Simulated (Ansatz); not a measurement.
System: zinc-blende AlSb. Method: G0W0@r²SCAN (hard PAW, contour deformation; Ansatz, a program for electronic structure).

The same calculation (at the measured cell, 28.871 Å³/atom) with different numerical settings; throughout: k mesh 2×2×2:

| run | response cutoff (eV) | empty bands | quasiparticle gap on the mesh (eV) | quasiparticle gap at Γ (eV) | rough time |
|---|---|---|---|---|---|
| 1 | 100 | 241 | 1.580 | 2.625 | 30 core-s |
| 2 | 150 | 443 | 1.638 | 2.603 | 60 core-s |
| 3 | 200 | 681 | 1.660 | 2.595 | 2 core-min |
| 4 | 250 | 952 | 1.670 | 2.593 | 4 core-min |
| 5 | 300 | 1252 | 1.679 | 2.594 | 10 core-min |
| 6 | 400 | 1927 | 1.687 | 2.597 | 20 core-min |

In the column quasiparticle gap on the mesh (eV) the first row differs from the last by -0.107 and the next to last by -0.008.

The last row is no converged limit: other settings stay fixed.

Spin–orbit coupling is not included.
